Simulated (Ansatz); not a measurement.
# Relativistic treatment of AgBr

```
Ag Br
1.0
     0.00000    2.88605    2.88605
     2.88605    0.00000    2.88605
     2.88605    2.88605    0.00000
Ag Br
1 1
Cartesian
  2.8861 2.8861 2.8861
  0.0000 0.0000 0.0000
```

Atoms are numbered in the order listed.

The cell is COD entry 9011682, as deposited and not checked against the literature; nothing was relaxed.

One fixed cell is solved with PBE by LAPW (all electrons) in Ansatz 0.2.0 under different relativistic treatments. Pressure is positive in compression.

The runs use a Γ-centred 7×7×7 k mesh, Fermi–Dirac smearing of 0.03 eV, basis error target 0.5 meV/atom, no spin polarisation.

```json
{"setting": "scalar-relativistic", "P (GPa)": "1.52", "gap over the k mesh and a high-symmetry path (eV)": "0.68", "lowest level at Γ above −25 eV, from the valence-band top or, without a gap, the Fermi level (eV)": "-14.98"}
{"setting": "non-relativistic", "P (GPa)": "?", "gap over the k mesh and a high-symmetry path (eV)": "?", "lowest level at Γ above −25 eV, from the valence-band top or, without a gap, the Fermi level (eV)": "-14.10"}
{"setting": "with spin–orbit coupling", "P (GPa)": "1.51", "gap over the k mesh and a high-symmetry path (eV)": "0.59", "lowest level at Γ above −25 eV, from the valence-band top or, without a gap, the Fermi level (eV)": "-15.06"}
```

**Question.** Give the missing entry: row "non-relativistic", column "P (GPa)".

**Answer.** 3.52.

**Question.** What belongs in the row "non-relativistic", column "gap over the k mesh and a high-symmetry path (eV)"?

**Answer.** 1.60.
